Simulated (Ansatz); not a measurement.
**Li: a closer look at a trial structure**

The task, for Li: repeat the electronic structure at other levels of theory.

Program: Ansatz 0.2.0. Level of theory: DFT PBE, scalar-relativistic, plane waves, PAW, unless a step names another level. These are calculated values, not measurements.

## (1) The system as given

Symmetry: Fmmm, No. 69, orthorhombic system. The conventional cell has a = 4.263 Å, b = 4.342 Å, c = 4.364 Å, α = 90.00°, β = 90.00°, γ = 90.00°. Around Li (site symmetry mmm) lie 12 Li at 3.04 to 3.08 Å.

Coordinates:

```
Li
1.0
     4.73095   -2.18219    0.70267
     4.73095    2.18219    0.70267
     0.47886    0.00000    3.00564
Li
3
Cartesian
  3.4745 0.0000 2.4724
  6.4663 0.0000 1.9386
  0.0000 0.0000 0.0000
```

The cell was relaxed beforehand at this level, from a generated guess; it is a trial structure. At a tolerance of 0.05 Å it has space group I4/mmm (No. 139); it has 20.20 Å³/atom, an uncorrected energy of -0.00 eV/atom over the standard state and, on its mesh, gap none (metal).

## (2) The same geometry with r2SCAN

File input.yaml:

```yaml
crystal:
  lattice:
    - [4.7309523227, -2.1821926342, 0.7026718772]
    - [4.7309523227, 2.1821926342, 0.7026718772]
    - [0.4788609949, 0.0, 3.0056437056]
  atoms:
    - { symbol: Li, position: [0.3334646577, 0.3334646577, 0.666672093] }
    - { symbol: Li, position: [0.6665353423, 0.6665353423, 0.333327907] }
    - { symbol: Li, position: [0.0, 0.0, 0.0] }
basis:
  ecutwfc: 500
kpoints:
  mp_grid: { grid: [12, 12, 16] }
  band_path:
    path:
      - [[0.0, 0.0, 0.0], [0.3072158, -0.3072158, 0.0]]
      - [[-0.3072158, -0.6927842, 0.0], [-0.5, -0.5, 0.0], [0.0, 0.0, 0.0], [-0.5, -0.5, -0.5], [-0.25313962, -0.74686038, -0.5]]
      - [[0.25313962, -0.25313962, -0.5], [0.0, 0.0, -0.5], [0.0, 0.0, 0.0]]
      - [[0.0, -0.5, -0.5], [0.0, 0.0, 0.0], [0.0, -0.5, 0.0]]
    npoints: 14
hamiltonian:
  xc: r2scan
scf:
  occupations: { method: gaussian, width: 0.1 }
  n_extra_bands: 7
output:
  forces: true
  stress: true
  eigenvalues: true
  populations: true
  dos: { projected: true, de: 0.02, nscf_kmesh: { grid: [15, 15, 20] } }
  bader: true
  write_density: true
  write_potential: true
  elf: true
  volumetric_format: npy
```

Launch:

```sh
> ansatz run input.yaml --threads 1 --pin off --max-ram 2560MiB --backend cpu --events-out ev --progress --plain --runs-dir out
```

## (3) The same geometry with PBEsol

input.yaml: that of step 2 with these lines changed.

```diff
@@ -10,3 +10,3 @@
 basis:
-  ecutwfc: 500
+  ecutwfc: 420
 kpoints:
@@ -21,3 +21,3 @@
 hamiltonian:
-  xc: r2scan
+  xc: pbesol
 scf:
```

(Steps that only read results are left out.)

What does the calculation give? Wanted: gap; states at the Fermi level (for each run or level that gives them).

**Answer**, as computed:

| quantity | value |
| --- | --- |
| gap (r2SCAN) | none (metal) |
| states at the Fermi level (r2SCAN) | 1.42 per eV per cell |
| gap (PBEsol) | none (metal) |
| states at the Fermi level (PBEsol) | 1.56 per eV per cell |

In words: All levels find a metal. At this fixed cell r2SCAN gives 0.5 GPa, so it would relax to a larger volume. r2SCAN cost 3.3 times the CPU time of PBE on a shared host.
